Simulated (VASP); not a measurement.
Runs of VASP 6.6.1 on Br. The structure is orthorhombic, space group Cmce (No. 64). The conventional cell has a = 6.726 Å, b = 4.645 Å, c = 8.702 Å, α = 90.00°, β = 90.00°, γ = 90.00°. Br (site symmetry m) has 1 Br at 2.29 Å as nearest neighbours. 

```csv
level,potentials or basis,further INCAR settings,gap on the mesh (eV),pressure (GPa),largest force (eV/Å)
PBEsol,"VASP PAW PBE potentials, release 64 (Br)",ALGO = Fast; EDIFF = 1e-06,1.81,0.2,(c)
PBE,"VASP PAW PBE potentials, release 64 (Br)",ALGO = Fast; EDIFF = 1e-06,1.87,(a),0.88
r2SCAN,"VASP PAW PBE potentials, release 64 (Br)",ALGO = Normal; EDIFF = 1e-06,2.16,(d),(b)
LDA,"VASP PAW LDA potentials, release 64 (Br)",ALGO = Fast; EDIFF = 1e-06,1.73,-1.2,0.73
```

Alike in all rows: task band structure; no spin polarisation; cell as given; k mesh 8 × 8 × 4; cutoff (eV) 520; smearing gaussian 0.02 eV.

**Question.** Fill in the values left out.

**Answer.** (a) 1.9; (b) 0.58; (c) 0.75; (d) 0.7.

Caveats: the PAW data sets were made with another functional, which shifts forces and pressure a little (some runs).

A k mesh can miss the band edges, and the runs leave out spin-orbit coupling on Br.
